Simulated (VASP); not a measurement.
The system is NiSb (Breithauptite).

```
Sb Ni
1.0
     3.92800    0.00000    0.00000
    -1.96400    3.40175    0.00000
     0.00000    0.00000    5.12000
Sb Ni
2 2
Direct
  0.66667 0.33333 0.75000
  0.33333 0.66667 0.25000
  0.00000 0.00000 0.50000
  0.00000 0.00000 0.00000
```

| Quantity | Value |
| --- | --- |
| Program | VASP 6.6.1 |
| Task | single point |
| Functional | PBE |
| Potentials or basis | VASP PAW PBE potentials, release 64 (Sb, Ni) |
| Cutoff | 520 eV |
| k mesh | 8 × 8 × 5 |
| Occupations | fermi-dirac, width 0.05 eV |
| Spin | collinear spin, ferromagnetic start |
| Starting moments | [0.0, 0.0, 1.0, 1.0] μB |

On this cell: pressure 3.6 GPa; largest force under 0.003 eV/Å; net moment 0.00 μB per cell; band gap on the k mesh none (metal or under the smearing width).

The same run follows on a disturbed copy (atoms moved at random, drawn with an rms of 0.05 Å):

```xyz
4
Lattice="3.9280 0.0000 0.0000 -1.9640 3.4017 0.0000 0.0000 0.0000 5.1200" Properties=species:S:1:pos:R:3 pbc="T T T"
Sb    1.9549    1.1405    3.8589
Sb    0.0238    2.2687    1.2540
Ni   -0.0221    0.0497    2.5733
Ni   -0.0042   -0.0116   -0.0246
```

Q: What changes?

A: The energy (extrapolated to zero smearing) moves by +4.9 meV/atom; pressure 3.8 GPa; largest force 0.358 eV/Å; net moment 0.00 μB per cell; band gap on the k mesh none (metal or under the smearing width).

Forces on the atoms (eV/Å):
```
Sb  -0.010  0.062 -0.225
Sb  -0.240  0.106  0.197
Ni   0.143 -0.196 -0.264
Ni   0.108  0.028  0.292
```

Stress tensor (GPa, compression positive):
```
 3.83  0.46 -0.13
 0.46  4.02  0.00
-0.13  0.00  3.47
```
